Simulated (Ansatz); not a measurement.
BP:

```
P B
1.0
     0.00000    2.26900    2.26900
     2.26900    0.00000    2.26900
     2.26900    2.26900    0.00000
P B
1 1
Direct
  0.75000 0.75000 0.75000
  0.00000 0.00000 0.00000
```

- Program: Ansatz 0.2.0
- Task: relaxation of cell and atoms
- Functional: RPBE
- Dispersion: D3(BJ)
- Potentials or basis: all-electron LAPW, scalar-relativistic
- Basis error allowed: 0.001 eV/atom
- k mesh: 10 × 10 × 10
- Occupations: fermi-dirac, width 0.05 eV
- Spin: no spin polarisation

At the start: volume 11.68 Å³/atom.

Q: How do energy, volume and symmetry change on relaxing?

A: Over 6 steps the energy falls by 55.6 meV/atom and the volume is 10.60 Å³/atom (-9.3 %); space group F-43m (No. 216, to 0.05 Å).

The path:
| step | energy change (eV) | largest force (eV/Å) | volume (Å³) |
| --- | --- | --- | --- |
| 1 | 0.0000 | 0.0000 | 23.36 |
| 2 | -0.0851 | 0.0000 | 22.20 |
| 3 | -0.1105 | 0.0000 | 21.04 |
| 4 | -0.1111 | 0.0000 | 21.20 |
| 5 | -0.1111 | 0.0000 | 21.19 |
| 6 | -0.1111 | 0.0000 | 21.19 |

Final structure:
```xyz
2
Lattice="0.0000 2.1964 2.1964 2.1964 0.0000 2.1964 2.1964 2.1964 0.0000" Properties=species:S:1:pos:R:3 pbc="T T T"
P     3.2945    3.2945    3.2945
B     0.0000    0.0000    0.0000
```
